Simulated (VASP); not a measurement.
# Si (Fd-3m) in VASP: a series of runs

The runs below take Si through single point, with LDA.

Everything below comes from runs of VASP 6.6.1. Logs are shortened: lines on timing, memory, paths and dates and some standing lists are left out, and cuts for length are marked.

## 1. The structure

Symmetry: Fd-3m, No. 227, cubic system. Conventional cell: a = 5.401 Å, b = 5.401 Å, c = 5.401 Å, α = 90.00°, β = 90.00°, γ = 90.00°. Si (site symmetry -43m) has 4 Si at 2.34 Å as nearest neighbours.

The cell was built by a generator and needn't be a form met in nature.

## 2. Single point, LDA

File INCAR:

```
SYSTEM = Si
ALGO = Normal ; EDIFF = 1E-6
ENCUT = 520 ; GGA = CA
ISIF = 2 ; ISMEAR = 0
LASPH = .True. ; LCHARG = .False.
LREAL = .False. ; LWAVE = .False.
NBANDS = 16 ; NELM = 100
PREC = Accurate ; SIGMA = 0.02
```

File KPOINTS:

```
k-points
0
Gamma
  10 8 10
  0 0 0
```

File POSCAR:

```
Si
1.0
    3.8194131438      0.0000000000      0.0000000000
    0.0000000000      5.4014658538      0.0000000000
    0.0000000000      0.0000000000      3.8194131438
Si
4
Direct
    0.0000000000      0.0000000000      0.0000000000
    0.5000000000      0.2500000000      0.0000000000
    0.5000000000      0.5000000000      0.5000000000
    0.0000000000      0.7500000000      0.5000000000
```

Potentials or basis: VASP PAW LDA potentials, release 64 (Si).

The run is started by

```bash
cat potpaw_LDA.64/Si/POTCAR > POTCAR
mpirun -np 1 vasp_std > vasp.out
```

OUTCAR:

```text
SYSTEM = Si
   EDIFF = 1E-6
   ENCUT = 520
   GGA = CA
   ISIF = 2
   ISMEAR = 0
   LASPH = .True.
   LREAL = .False.
   NELM = 100
   PREC = Accurate

 ion  position               nearest neighbor table
   1  0.000  0.000  0.000-   2 2.34   4 2.34   4 2.34   2 2.34
   2  0.500  0.250  0.000-   1 2.34   3 2.34   3 2.34   1 2.34
   3  0.500  0.500  0.500-   2 2.34   4 2.34   2 2.34   4 2.34
   4  0.000  0.750  0.500-   1 2.34   3 2.34   1 2.34   3 2.34

  LATTYP: Found a simple tetragonal cell.
 ALAT       =     3.8194131438
 C/A-ratio  =     1.4142135586

  Lattice vectors:

 A1 = (  -3.8194131438,   0.0000000000,   0.0000000000)
 A2 = (   0.0000000000,   0.0000000000,   3.8194131438)
 A3 = (   0.0000000000,   5.4014658538,   0.0000000000)

Analysis of symmetry for initial positions (statically):
=====================================================================
 Subroutine PRICEL returns following result:

  LATTYP: Found a face centered cubic cell.
 ALAT       =     5.4014658610

  Lattice vectors:

 A1 = (  -1.9097065719,   2.7007329269,   1.9097065719)
 A2 = (   0.0000000000,   0.0000000000,   3.8194131438)
 A3 = (   1.9097065719,   2.7007329269,   1.9097065719)

   2 primitive cells build up your supercell.

 Routine SETGRP: Setting up the symmetry group for a
 simple tetragonal supercell.

 Subroutine GETGRP returns: Found 16 space group operations
 (whereof  8 operations were pure point group operations)
 out of a pool of 16 trial point group operations.

The static configuration has the point symmetry D_2d.
 The point group associated with its full space group is D_4h.

Analysis of symmetry for dynamics (positions and initial velocities):
=====================================================================
 Subroutine PRICEL returns following result:

  LATTYP: Found a face centered cubic cell.
 ALAT       =     5.4014658610

  Lattice vectors:

 A1 = (  -1.9097065719,   2.7007329269,   1.9097065719)
 A2 = (   0.0000000000,   0.0000000000,   3.8194131438)
 A3 = (   1.9097065719,   2.7007329269,   1.9097065719)

   2 primitive cells build up your supercell.

 Routine SETGRP: Setting up the symmetry group for a
 simple tetragonal supercell.

 Subroutine GETGRP returns: Found 16 space group operations
 (whereof  8 operations were pure point group operations)
 out of a pool of 16 trial point group operations.

The dynamic configuration has the point symmetry D_2d.
 The point group associated with its full space group is D_4h.

 Subroutine INISYM returns: Found 16 space group operations
 (whereof  8 operations are pure point group operations),
 and found     2 'primitive' translations

----------------------------------------------------------------------------------------

                                     Primitive cell

  volume of cell :      39.3981

  direct lattice vectors                    reciprocal lattice vectors
    -1.909706572  2.700732927  1.909706572    -0.261820327  0.185134929  0.000000000
     0.000000000  0.000000000  3.819413144     0.000000000 -0.185134929  0.261820327
     1.909706572  2.700732927  1.909706572     0.261820327  0.185134929  0.000000000

  length of vectors
     3.819413139  3.819413144  3.819413139     0.320663104  0.320663104  0.320663104

  position of ions in fractional coordinates (direct lattice)
     0.000000000  0.000000000  0.000000000
     0.750000000  0.750000000  0.750000000

  ion indices of the primitive-cell ions
   primitive index   ion index
                 1           1
                 2           2

----------------------------------------------------------------------------------------

 KPOINTS: k-points

Automatic generation of k-mesh.
 Grid dimensions read from file:
 generate k-points for:   10    8   10

 Generating k-lattice:

  Cartesian coordinates                     Fractional coordinates (reciprocal lattice)
     0.026182033  0.000000000  0.000000000     0.100000000  0.000000000  0.000000000
     0.000000000  0.023141866  0.000000000     0.000000000  0.125000000  0.000000000
     0.000000000  0.000000000  0.026182033     0.000000000  0.000000000  0.100000000

  Length of vectors
     0.026182033  0.023141866  0.026182033

  Shift w.r.t. Gamma in fractional coordinates (k-lattice)
     0.000000000  0.000000000  0.000000000

 Subroutine IBZKPT returns following result:
 ===========================================

 Found    105 irreducible k-points:

 Following reciprocal coordinates:
            Coordinates               Weight
  0.000000  0.000000  0.000000      1.000000
  0.100000  0.000000  0.000000      4.000000
  0.200000  0.000000  0.000000      4.000000
  0.300000  0.000000  0.000000      4.000000
  0.400000  0.000000  0.000000      4.000000
  0.500000  0.000000  0.000000      2.000000
[... 16 lines left out ...]
  0.400000  0.375000  0.000000      8.000000
  0.500000  0.375000  0.000000      4.000000
 [... further k-points ...]
   k-points           NKPTS =    105   k-points in BZ     NKDIM =    105   number of bands    NBANDS=     16
   number of dos      NEDOS =    301   number of ions     NIONS =      4
   total plane-waves  NPLWV =  31360
   dimension x,y,z NGX =    28 NGY =   40 NGZ =   28
   dimension x,y,z NGXF=    56 NGYF=   80 NGZF=   56
   ions per type =               4
   NGX,Y,Z   is equivalent  to a cutoff of  12.19, 12.31, 12.19 a.u.
   NGXF,Y,Z  is equivalent  to a cutoff of  24.37, 24.62, 24.37 a.u.
 SYSTEM =  Si
   PREC   = accura    normal or accurate (medium, high low for compatibility)
   ISTART =      0    job   : 0-new  1-cont  2-samecut
   ICHARG =      2    charge: 1-file 2-atom 10-const
   ISPIN  =      1    spin polarized calculation?
   LNONCOLLINEAR =      F non collinear calculations
   LSORBIT =      F    spin-orbit coupling
   LASPH  =      T    aspherical Exc in radial PAW
   ENCUT  =  520.0 eV  38.22 Ry    6.18 a.u.   7.10 10.04  7.10*2*pi/ulx,y,z
   NELM   =    100;   NELMIN=  2; NELMDL= -5     # of ELM steps
   EDIFF  = 0.1E-05   stopping-criterion for ELM
   LREAL  =      F    real-space projection
   EDIFFG = 0.1E-04   stopping-criterion for IOM
   NSW    =      0    number of steps for IOM
   IBRION =     -1    ionic relax: 0-MD 1-quasi-New 2-CG
   NFREE  =      0    steps in history (QN), initial steepest desc. (CG)
   ISIF   =      2    stress and relaxation
   ISYM   =      2    0-nonsym 1-usesym 2-fastsym
   POTIM  = 0.5000    time-step for ionic-motion
   TEBEG  =    0.0;   TEEND  =   0.0 temperature during run
   PSTRESS=    0.0 pullay stress
   NELECT =      16.0000    total number of electrons
   NUPDOWN=      -1.0000    fix difference up-down
   EMIN   =  10.00;   EMAX   =-10.00  energy-range for DOS
   EFERMI =   0.00;   METHOD = LEGACY
   ISMEAR =     0;   SIGMA  =   0.02  broadening in eV -4-tet -1-fermi 0-gaus
   EFERMI_NEDOS =   21; number of points for ismear=-14 and -15
   IALGO  =     38    algorithm
   IMIX   =      4    mixing-type and parameters
     AMIX     =   0.40;   BMIX     =  1.00
     AMIX_MAG =   1.60;   BMIX_MAG =  1.00
  volume/ion in A,a.u.               =      19.70       132.94
  Fermi-wavevector in a.u.,A,eV,Ry     =   0.962232  1.818355 12.597507  0.925891
  Thomas-Fermi vector in A             =   2.091673
   LORBIT       =      0    0 simple, 1 ext, 2 COOP (PROOUT), +10 PAW based schemes
   GGA     = CA    functional components
   LHFCALC =     F    Hartree Fock is set to
   AEXX    =    0.0000 exact exchange contribution
   IVDW    =     0    specifies the selected vdW correction
   LEPSILON=     F    determine dielectric tensor
   LRPA    =     F    only Hartree local field effects (RPA)
 non-spin polarized calculation
 Gauss-broadening in eV      SIGMA  =   0.02
  energy-cutoff  :      520.00
  volume of cell :       78.80
 maximum number of plane-waves:      2136
   NGX = 15   NGY = 21   NGZ = 15

 number of electron      16.0000001 magnetization

 Free energy of the ion-electron system (eV)
  ---------------------------------------------------
  ext. energy  EPLUGINS =         0.00000000
  ---------------------------------------------------
  free energy    TOTEN  =       -23.83927186 eV

  energy without entropy =      -23.83927186  energy(sigma->0) =      -23.83927186

 E-fermi :   6.0278     XC(G=0):  -9.6667

 val. band max:        5.9359546819   @ k =   0.0000   0.0000   0.0000
 cond. band min:       6.3810073122   @ k =   0.0000   0.1250   0.0000
 fundamental gap:      0.4450526303
 Fermi energy:         6.0278248959

 k-point     1 :       0.0000    0.0000    0.0000
  band No.  band energies     occupation
      1      -6.1324      2.00000
      2      -1.9300      2.00000
      3      -1.9300      2.00000
      4       3.0408      2.00000
      5       3.0408      2.00000
      6       5.9359      2.00000
[... 8 lines left out ...]
     15      13.6722      0.00000
     16      13.6790      0.00000

 k-point     2 :       0.1000    0.0000    0.0000
  band No.  band energies     occupation
      1      -6.0438      2.00000
      2      -1.9686      2.00000
      3      -1.8347      2.00000
      4       2.5338      2.00000
      5       3.1119      2.00000
      6       5.1919      2.00000
[... 8 lines left out ...]
     15      13.2247      0.00000
     16      13.5672      0.00000

 k-point     3 :       0.2000    0.0000    0.0000
  band No.  band energies     occupation
      1      -5.7799      2.00000
      2      -2.1498      2.00000
      3      -1.5495      2.00000
      4       1.7732      2.00000
      5       3.3215      2.00000
      6       3.8914      2.00000
[... 8 lines left out ...]
     15      12.5085      0.00000
     16      13.5719      0.00000

 k-point     4 :       0.3000    0.0000    0.0000
  band No.  band energies     occupation
      1      -5.3479      2.00000
      2      -2.5994      2.00000
      3      -1.0760      2.00000
      4       1.4157      2.00000
      5       2.6004      2.00000
      6       3.6572      2.00000
[... 8 lines left out ...]
     15      12.0535      0.00000
     16      12.7960      0.00000
[... 324 lines left out ...]
 k-point    22 :       0.3000    0.3750    0.0000
  band No.  band energies     occupation
      1      -4.7804      2.00000
      2      -3.8491      2.00000
      3      -0.3943      2.00000
      4       0.6776      2.00000
      5       3.2981      2.00000
      6       4.1148      2.00000
[... 8 lines left out ...]
     15      11.7513      0.00000
     16      12.9901      0.00000

 k-point    23 :       0.4000    0.3750    0.0000
  band No.  band energies     occupation
      1      -4.2798      2.00000
      2      -3.6406      2.00000
      3      -1.0011      2.00000
      4      -0.3085      2.00000
      5       3.7451      2.00000
      6       4.4329      2.00000
[... 8 lines left out ...]
     15      13.6167      0.00000
     16      13.6459      0.00000

 k-point    24 :       0.5000    0.3750    0.0000
  band No.  band energies     occupation
      1      -3.8061      2.00000
      2      -3.8061      2.00000
      3      -0.9625      2.00000
      4      -0.9625      2.00000
      5       4.2978      2.00000
      6       4.2978      2.00000
[... 8 lines left out ...]
     15      13.6999      0.00000
     16      13.6999      0.00000

 [... further k-points ...]
[... 5 lines left out ...]
  --------------------------------------------------------------------------------------
  -------------------------------------------------------------------------------------
  Total        0.0383340      0.0317461      0.0383340      0.0000000      0.0000000      0.0000000
  in kB        0.7794526      0.6455007      0.7794526      0.0000000      0.0000000      0.0000000
  external PRESSURE =       0.7348020 kB  Pullay stress =       0.0000000 kB

 VOLUME and BASIS-vectors are now :
 -----------------------------------------------------------------------------
  energy-cutoff  :      520.00
  volume of cell :       78.80
      direct lattice vectors                 reciprocal lattice vectors
     3.819413144  0.000000000  0.000000000     0.261820327  0.000000000  0.000000000
     0.000000000  5.401465854  0.000000000     0.000000000  0.185134929  0.000000000
     0.000000000  0.000000000  3.819413144     0.000000000  0.000000000  0.261820327

 POSITION                                       TOTAL-FORCE (eV/Angst)
 -----------------------------------------------------------------------------------
      0.00000      0.00000      0.00000         0.000000     -0.000000     -0.000000
      1.90971      1.35037      0.00000        -0.000000      0.000000      0.000000
      1.90971      2.70073      1.90971        -0.000000     -0.000000     -0.000000
      0.00000      4.05110      1.90971        -0.000000      0.000000      0.000000
 -----------------------------------------------------------------------------------
    total drift:                               -0.000000      0.000000      0.000000

  FREE ENERGIE OF THE ION-ELECTRON SYSTEM (eV)
  ---------------------------------------------------
  free  energy   TOTEN  =       -23.8392718575 eV

  energy  without entropy=      -23.8392718575  energy(sigma->0) =      -23.83927186
```

Wall time 29 s (1 thread of Intel Xeon 6975P-C (Granite Rapids), shared host); peak memory 0.21 GiB.

Results:

* Free energy: -23.8393 eV
* Pressure: 0.1 GPa
* Band gap on the k mesh: 0.45 eV

Levels at points of the mesh, in eV from the valence-band top:
| k point | band 4 | band 5 | band 6 | band 7 | band 8 | band 9 | band 10 | band 11 | band 12 | band 13 |
| --- | --- | --- | --- | --- | --- | --- | --- | --- | --- | --- |
| (0.00, 0.00, 0.00) | -2.90 | -2.90 | 0.00 | 0.00 | 0.00 | 0.57 | 0.57 | 2.53 | 2.53 | 2.53 |
| (0.50, 0.00, 0.00) | -5.51 | -3.84 | -3.84 | -1.34 | -1.34 | 2.38 | 2.38 | 4.77 | 4.77 | 5.08 |
| (0.00, 0.50, 0.00) | -3.52 | -1.92 | -1.92 | -1.92 | -1.92 | 1.03 | 1.03 | 3.03 | 3.03 | 5.75 |
| (0.50, 0.50, 0.00) | -7.07 | -1.21 | -1.21 | -1.21 | -1.21 | 1.49 | 1.49 | 3.29 | 3.29 | 3.29 |
| (0.50, 0.00, 0.50) | -7.87 | -2.90 | -2.90 | -2.90 | -2.90 | 0.57 | 0.57 | 0.57 | 0.57 | 10.12 |
| (0.50, 0.50, 0.50) | -7.69 | -3.95 | -3.95 | -3.95 | -3.95 | 4.18 | 4.18 | 4.18 | 4.18 | 4.98 |

A k mesh can miss the band edges. A hybrid or GW would open this gap; LDA tends to underestimate it.

## 3. Single point, LDA

File INCAR:

```
ALGO = Fast ; EDIFF = 1E-6
ENCUT = 520 ; ISIF = 2
ISMEAR = 0 ; LASPH = T
LCHARG = F ; LREAL = F
LWAVE = F ; NBANDS = 16
NELM = 100 ; PREC = Accurate
SIGMA = 0.02
```

File KPOINTS:

```
k-points
0
Gamma
  10 8 10
```

POSCAR, as its differences from that of step 2:

```diff
@@ -10,3 +10,3 @@
     0.5000000000      0.2500000000      0.0000000000
-    0.5000000000      0.5000000000      0.5000000000
-    0.0000000000      0.7500000000      0.5000000000
+    0.5000000000      0.5000000000      0.4999921000
+    0.0000000000      0.7500000000      0.4999921000
```

Potentials or basis: VASP PAW LDA potentials, release 64 (Si).

The run is started by

```bash
cat potpaw_LDA.64/Si/POTCAR > POTCAR
mpirun -np 1 vasp_std > vasp.out
```

Wall time 37 s (1 thread of Intel Xeon 6975P-C (Granite Rapids), shared host); peak memory 0.2 GiB.

Results (log left out):

- Free energy: -23.8393 eV
- Pressure: 0.0 GPa
- Band gap on the k mesh: 0.44 eV

Levels at points of the mesh, in eV from the valence-band top:
```tsv
k point	band 4	band 5	band 6	band 7	band 8	band 9	band 10	band 11	band 12	band 13
(0.00, 0.00, 0.00)	-2.90	-2.90	0.00	0.00	0.00	0.57	0.57	2.53	2.53	2.53
(0.50, 0.00, 0.00)	-5.51	-3.84	-3.84	-1.34	-1.34	2.37	2.37	4.77	4.77	5.08
(0.00, 0.50, 0.00)	-3.52	-1.92	-1.92	-1.92	-1.92	1.03	1.03	3.03	3.03	5.75
(0.50, 0.50, 0.00)	-7.07	-1.21	-1.21	-1.21	-1.21	1.49	1.49	3.28	3.28	3.28
(0.50, 0.00, 0.50)	-7.87	-2.90	-2.90	-2.90	-2.90	0.57	0.57	0.57	0.57	10.12
(0.50, 0.50, 0.50)	-7.69	-3.95	-3.95	-3.95	-3.95	4.18	4.18	4.18	4.18	4.98
```

(Continued in part 2 of 2.)
